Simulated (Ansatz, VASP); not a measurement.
**One calculation of Ge, two programs**

```
Ge
1.0
     0.00000    2.82877    2.82877
     2.82877    0.00000    2.82877
     2.82877    2.82877    0.00000
Ge
2
Direct
  0.50000 0.50000 0.50000
  0.75000 0.75000 0.75000
```

Alike in both runs: task electric field gradients; functional PBE; k mesh 10 × 10 × 10; occupations fermi-dirac, width 0.05 eV; no spin polarisation.

|  | VASP | Ansatz |
| --- | --- | --- |
| version | VASP 6.6.1 | Ansatz 0.2.0 |
| potentials or method | VASP PAW PBE potentials, release 64 (Ge_d), cutoff 520 eV | all-electron PAW with datasets made for the crystal, scalar-relativistic |

```tsv
	VASP	Ansatz	Ansatz less VASP
pressure (GPa)	3.6	3.6	+0.06
Vzz of the field gradient on the site that differs most (V/Å²)	0.0	0.0	-0.01
```

Ansatz ran all-electron here, so the differences hold the error of VASP's frozen core and of both bases.
